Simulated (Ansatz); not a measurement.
# Nb (P-1) in Ansatz: convergence with wavefunction cutoff

Aim: find how far wavefunction cutoff must go before the results for Nb settle, at PBE. This setting moves, with any that are tied to it; all else stays.

Program: Ansatz 0.2.0. These are calculated values, not measurements. Logs are shortened: lines on timing, memory, paths and dates and some standing lists are left out, and cuts for length are marked.

## 1. The structure

The typed cell holds 1 atom: a = 2.707 Å, b = 3.357 Å, c = 2.926 Å, α = 126.55°, β = 106.47°, γ = 102.66°.

This isn't the form of Nb at room conditions, which is bcc.

## 2. With wavefunction cutoff 400 eV

input.yaml reads:

```yaml
crystal:
  lattice:
    - [-1.45458837, 1.60092034, 1.62730152]
    - [1.61901073, -1.98182682, 2.17263036]
    - [1.2182993, 1.74553775, -2.008208]
  atoms:
    - { symbol: Nb, position: [0.0, 0.0, 0.0] }
hamiltonian:
  xc: pbe
  pseudopotentials: { kind: nc_fr, accuracy: standard }
magnetization:
  noncollinear: true
  spin_orbit: true
kpoints:
  mp_grid: { grid: [9, 8, 9] }
scf:
  occupations: { method: fermi_dirac, width: 0.1 }
output:
  forces: true
  stress: true
  eigenvalues: true
basis:
  ecutwfc: "400 eV"
```

Potentials or basis: PseudoDojo standard (PBE files).

Run with:

```bash
> ansatz run input.yaml --threads 2 --pin off --max-ram 5632MiB --backend cpu --events-out ev --progress --plain --runs-dir out
```

Log:

```text
Warning: basis.ecutwfc = 400 eV is below the records' recommended 1115.666836 eV, and the density's cutoff is lower with it unless basis.ecutrho_ratio is high enough to keep the records' density cutoff: compare with a run at a higher cutoff
Warning: RAYON_NUM_THREADS=2 ignored (pool sized by the plan → 2); use --threads N
Engine: ansatz 0.2.0, aarch64-unknown-linux-gnu
Pseudopotentials: kind: nc_fr
Pseudopotential: Nb, nc_fr, valence charge 13, recommended cutoff 1115.666836 eV (normal), Nb.nc_fr.azcp (PseudoDojo's, or run here from an input of PseudoDojo's; its table is named by hamiltonian.pseudopotentials.accuracy)
Functional definition: PBE
  parameter kappa = 0.804
  parameter beta = 0.06672455060314922
  exchange = pbe_x(kappa = kappa, mu = beta*pi^2/3)
  correlation = pbe_c(beta = beta)
non-collinear run that drives no moment, with spin-orbit: no starting moment large enough to seed its density (crystal.atoms[].spin), no starting occupations that ask for one, no magnetisation constraint and no magnetic field, so the semilocal B_xc is pinned to zero
Crystal: 1 atoms, lattice volume = 17.698 Å³
Basis set: ecut = 400 eV, 335 PW (Γ), exchange–correlation on 36×48×40 points (8 copies of the dense FFT grid, shifted against one another)
Bands: 22, of which v1, the nominal top of the filled ones, is band 13 counted from 1 (12 counted from 0)
Symmetry: 2 space group operations + 2 with time reversal
Magnetic group: BNS 2.5 (UNI 5), of the structure as read, at distance tolerance 2.6e-5 Å
k-points: 325 of 648
Projection manifold: j_resolved (fully-relativistic pseudo-atomic orbitals)
Non-local potential: Nb, projectors of the file, l = 0: 2, l = 1: 4, l = 2: 4
Initial density: superposition of atomic densities (chi_scale 0.1, normalization cell)
Initial wavefunctions: pseudopotential atomic-orbital guess
Functional: x = pbe(κ = 0.804, μ = 0.2195149727645171), c = pbe(β = 0.06672455060314922)
SCF iter   1: F=—  HF=-1688.453111 eV  |F-HF|=—  |Δ(HF+E_count)|=         —  Δρ=1.17e-1  dr2=1.51e0  dr2_m=0.00e0 (ungated)  ethr=3.10e-3  |M|=0.00e0 ∫|m|=0.00e0 μB  |m|>n=0.0e0 m-floor=0.0e0 τ_xc=0.0e0  β_m=0.30  ⟨swp⟩=8.4  Hψ=23583  notcnv=0  defer=42
preconditioner: auto → none  [metal: Δε(μ)=0.013 eV  Ē_g=8.032 eV  σ=0.100 eV  W_gap=0.03  n_scr=2 (ndim 8)  ℏωp=19.7 eV  f_vac=0.000  D(μ)=0.95/eV (n_scr^D=10)  sad-step TF]
SCF iter   2: F=—  HF=-1688.174726 eV  |F-HF|=—  |Δ(HF+E_count)|=   2.78e-1  Δρ=8.30e-2  dr2=7.85e-1  dr2_m=0.00e0 (ungated)  ethr=3.10e-3  |M|=0.00e0 ∫|m|=0.00e0 μB  |m|>n=0.0e0 m-floor=0.0e0 τ_xc=0.0e0  β_m=0.65  ⟨swp⟩=2.3  Hψ=6169  notcnv=0  defer=636
SCF iter   3: F=—  HF=-1687.900215 eV  |F-HF|=—  |Δ(HF+E_count)|=   2.75e-1  Δρ=6.14e-3  dr2=1.77e-3  dr2_m=0.00e0 (ungated)  ethr=3.10e-3  |M|=0.00e0 ∫|m|=0.00e0 μB  |m|>n=0.0e0 m-floor=0.0e0 τ_xc=0.0e0  β_m=0.76  ⟨swp⟩=2.6  Hψ=6666  notcnv=0  defer=636
SCF iter   4: F=—  HF=-1687.900322 eV  |F-HF|=—  |Δ(HF+E_count)|=   1.07e-4  Δρ=8.03e-4  dr2=7.09e-5  dr2_m=0.00e0 (ungated)  ethr=1.36e-5  |M|=0.00e0 ∫|m|=0.00e0 μB  |m|>n=0.0e0 m-floor=0.0e0 τ_xc=0.0e0  β_m=0.77  ⟨swp⟩=2.3  Hψ=5773  notcnv=0  defer=632
SCF iter   5: F=—  HF=-1687.900322 eV  |F-HF|=—  |Δ(HF+E_count)|=   3.06e-7  Δρ=1.60e-4  dr2=3.16e-6  dr2_m=0.00e0 (ungated)  ethr=5.45e-7  |M|=0.00e0 ∫|m|=0.00e0 μB  |m|>n=0.0e0 m-floor=0.0e0 τ_xc=0.0e0  β_m=0.70  ⟨swp⟩=2.8  Hψ=5650  notcnv=0  defer=632
SCF iter   6: F=-1687.900321 eV  HF=-1687.900321 eV  |F-HF|=1.44e-8  |Δ(HF+E_count)|=   8.06e-7  Δρ=3.68e-5  dr2=4.60e-8  dr2_m=0.00e0 (ungated)  ethr=7.69e-10  |M|=0.00e0 ∫|m|=0.00e0 μB  |m|>n=0.0e0 m-floor=0.0e0 τ_xc=0.0e0  ⟨swp⟩=10.1  Hψ=22778  notcnv=0
SCF 1 converged in 6 iterations: F = -1687.900321 eV  dr2 = 4.60e-8
SCF converged after 6 iterations
Magnetization: |M| = 0.0000 μB,  M = (+0.0000, +0.0000, +0.0000) μB
Absolute magnetization: 0.0000 μB (∫|m|)
  site 0: m = (+0.0000, +0.0000, +0.0000) μB, |m| = 0.0000 μB  (R = 1.09 Å)
Free energy (F): -1687.900321 eV
Harris-Foulkes:  -1687.900321 eV  (|F-HF|=1.44e-8)
Internal energy: -1687.867622 eV  (E = F + TS)
E sigma→0 (E₀):  -1687.883971 eV
Entropy (-TS):   -0.032700 eV (-32.700 meV/atom)
Fermi energy:    18.736544 eV
--- Per-component energies (eV) ---
  E_band       = -57.525856
  E_kinetic    = 487.699608
  E_local      = -909.833410  (includes V_loc(G=0)·N_el)
  E_nonlocal   = 218.976155
  E_hartree    = 207.340001
  E_xc         = -355.460619
  E_vxc        = -269.044436  (∫ρ·V_xc dr)
  E_ewald      = -1336.589356
  E_smearing   = -0.032700  (= −TS)
  E_closure    = 0.000000  (closes the sum)
  Σ components = -1687.900321   (vs F -1687.900321, Δ=0.00e0)
--- Forces (eV/Å), atoms counted from 1 ---
  atom   1  Nb     0.00000000     0.00000000     0.00000000
  max |Σ_I F_I| component: 0.00e0 eV/Å
--- Stress (GPa, compression-positive) ---
       26.297946       0.038534      -2.008230
        0.038534       1.857393      12.956150
       -2.008230      12.956150       6.236058
  P = ⅓ Tr σ = 11.4638 GPa (114.638 kbar)
--- Band table (eV; the first three rows and the last of 325) ---
  k-point 0: bands = ["-35.7589", "-35.7589", "-12.4803", "-12.4803", "-10.3931", "-10.3931", "-9.9314", "-9.9314", "12.7998", "12.7998", "16.3949", "16.3949", "18.4084", "18.4084", "20.2754", "20.2754", "21.8531", "21.8531", "23.4456", "23.4456", "30.7956", "30.7956"]
  k-point 1: bands = ["-35.6431", "-35.6431", "-12.5607", "-12.5607", "-10.4965", "-10.4965", "-10.0598", "-10.0598", "13.4929", "13.4929", "16.8807", "16.8807", "18.3701", "18.3701", "20.3415", "20.3415", "21.3057", "21.3057", "22.6692", "22.6692", "32.0503", "32.0503"]
  k-point 2: bands = ["-35.4689", "-35.4689", "-12.8189", "-12.8189", "-10.8596", "-10.8596", "-10.2976", "-10.2976", "14.9389", "14.9389", "16.9801", "16.9801", "19.1251", "19.1251", "19.8987", "19.8987", "21.3351", "21.3351", "22.0836", "22.0836", "33.0691", "33.0691"]
  k-point 324: bands = ["-35.2857", "-35.2857", "-13.1642", "-13.1642", "-11.1807", "-11.1807", "-10.5912", "-10.5912", "16.4964", "16.4964", "17.1801", "17.1801", "17.7466", "17.7466", "19.9614", "19.9614", "21.1427", "21.1427", "25.7459", "25.7459", "32.9343", "32.9343"]
```

Wall time 8.3 s (2 threads of Arm Neoverse V1, shared host); peak memory 0.37 GiB.

Results:

```yaml
Free_energy: -1687.9003 eV
Pressure: 11.5 GPa
Band_gap_on_the_k_mesh: none (metal or under the smearing width)
```

## 3. With wavefunction cutoff 500 eV

input.yaml, as its differences from that of step 2:

```diff
@@ -22,2 +22,2 @@
 basis:
-  ecutwfc: "400 eV"
+  ecutwfc: "500 eV"
```

Potentials or basis: PseudoDojo standard (PBE files).

Run with:

```bash
> ansatz run input.yaml --threads 2 --pin off --max-ram 5632MiB --backend cpu --events-out ev --progress --plain --runs-dir out
```

It took 10 s on 2 threads of Arm Neoverse V1, shared host; peak memory 0.42 GiB.

Results:

```
Free energy            : -1691.5280 eV
Pressure               : 11.5 GPa
Band gap on the k mesh : none (metal or under the smearing width)
```

## 4. With wavefunction cutoff 600 eV

input.yaml, as its differences from that of step 3:

```diff
@@ -22,2 +22,2 @@
 basis:
-  ecutwfc: "500 eV"
+  ecutwfc: "600 eV"
```

Run with:

```bash
> ansatz run input.yaml --threads 2 --pin off --max-ram 5632MiB --backend cpu --events-out ev --progress --plain --runs-dir out
```

It took 13 s on 2 threads of Arm Neoverse V1, shared host; peak memory 0.47 GiB.

What came out:

| Quantity | Value |
| --- | --- |
| Free energy | -1693.3285 eV |
| Pressure | 11.8 GPa |
| Band gap on the k mesh | none (metal or under the smearing width) |

## 5. With wavefunction cutoff 700 eV

input.yaml, as its differences from that of step 4:

```diff
@@ -22,2 +22,2 @@
 basis:
-  ecutwfc: "600 eV"
+  ecutwfc: "700 eV"
```

Run with:

```bash
> ansatz run input.yaml --threads 2 --pin off --max-ram 5632MiB --backend cpu --events-out ev --progress --plain --runs-dir out
```

Run time: 15 s. Hardware: 2 threads of Arm Neoverse V1, shared host; peak memory 0.53 GiB.

Results:

```
Free energy            : -1694.1157 eV
Pressure               : 11.9 GPa
Band gap on the k mesh : none (metal or under the smearing width)
```

## 6. With wavefunction cutoff 850 eV

input.yaml, as its differences from that of step 5:

```diff
@@ -22,2 +22,2 @@
 basis:
-  ecutwfc: "700 eV"
+  ecutwfc: "850 eV"
```

Potentials or basis: PseudoDojo standard (PBE files).

Run with:

```bash
> ansatz run input.yaml --threads 2 --pin off --max-ram 5632MiB --backend cpu --events-out ev --progress --plain --runs-dir out
```

Run time: 22 s. Hardware: 2 threads of Arm Neoverse V1, shared host; peak memory 0.62 GiB.

It converged, with:

| Quantity | Value |
| --- | --- |
| Free energy | -1694.4822 eV |
| Pressure | 12.1 GPa |
| Band gap on the k mesh | none (metal or under the smearing width) |

## 7. With wavefunction cutoff 1000 eV

input.yaml, as its differences from that of step 6:

```diff
@@ -22,2 +22,2 @@
 basis:
-  ecutwfc: "850 eV"
+  ecutwfc: "1000 eV"
```

Run with:

```bash
> ansatz run input.yaml --threads 2 --pin off --max-ram 5632MiB --backend cpu --events-out ev --progress --plain --runs-dir out
```

Run time: 26 s. Hardware: 2 threads of Arm Neoverse V1, shared host; peak memory 0.72 GiB.

The run converged. Its results:

```
Free energy            : -1694.5429 eV
Pressure               : 12.1 GPa
Band gap on the k mesh : none (metal or under the smearing width)
```

## 8. With wavefunction cutoff 1200 eV

input.yaml, as its differences from that of step 7:

```diff
@@ -22,2 +22,2 @@
 basis:
-  ecutwfc: "1000 eV"
+  ecutwfc: "1200 eV"
```

Run with:

```bash
> ansatz run input.yaml --threads 2 --pin off --max-ram 5632MiB --backend cpu --events-out ev --progress --plain --runs-dir out
```

Wall time 28 s (2 threads of Arm Neoverse V1, shared host); peak memory 0.88 GiB.

It converged, with:

| Property | Result |
| --- | --- |
| Free energy | -1694.5479 eV |
| Pressure | 12.1 GPa |
| Band gap on the k mesh | none (metal or under the smearing width) |

## 9. With wavefunction cutoff 1400 eV

input.yaml, as its differences from that of step 8:

```diff
@@ -22,2 +22,2 @@
 basis:
-  ecutwfc: "1200 eV"
+  ecutwfc: "1400 eV"
```

Potentials or basis: PseudoDojo standard (PBE files).

Run with:

```bash
> ansatz run input.yaml --threads 2 --pin off --max-ram 5632MiB --backend cpu --events-out ev --progress --plain --runs-dir out
```

Wall time 39 s (2 threads of Arm Neoverse V1, shared host); peak memory 1 GiB.

It converged, with:

```
Free energy            : -1694.5482 eV
Pressure               : 12.1 GPa
Band gap on the k mesh : none (metal or under the smearing width)
```

## 10. With wavefunction cutoff 1700 eV

input.yaml, as its differences from that of step 9:

```diff
@@ -22,2 +22,2 @@
 basis:
-  ecutwfc: "1400 eV"
+  ecutwfc: "1700 eV"
```

Run with:

```bash
> ansatz run input.yaml --threads 2 --pin off --max-ram 5632MiB --backend cpu --events-out ev --progress --plain --runs-dir out
```

Run time: 48 s. Hardware: 2 threads of Arm Neoverse V1, shared host; peak memory 1.3 GiB.

It converged, with:

| Property | Result |
| --- | --- |
| Free energy | -1694.5484 eV |
| Pressure | 12.1 GPa |
| Band gap on the k mesh | none (metal or under the smearing width) |

## 11. The series at a glance

```csv
wavefunction cutoff,"energy less the tightest run, at zero smearing (meV/atom)",pressure (GPa),SCF cycles,CPU time (s),peak memory (GiB)
400 eV,6647.74,11.46,6,16,0.37
500 eV,3020.32,11.55,6,20,0.42
600 eV,1219.86,11.82,6,26,0.47
700 eV,432.69,11.93,6,29,0.53
850 eV,66.25,12.09,6,45,0.62
1000 eV,5.52,12.09,6,52,0.72
1200 eV,0.50,12.10,6,56,0.88
1400 eV,0.22,12.10,6,75,1
1700 eV,0.00,12.10,6,94,1.3
```

Against the tightest run, the energy stays within 1 meV/atom from 1200 eV on; the pressure stays within 0.1 GPa from 850 eV on. The tightest run that finished is the yardstick and may itself not be fully converged.
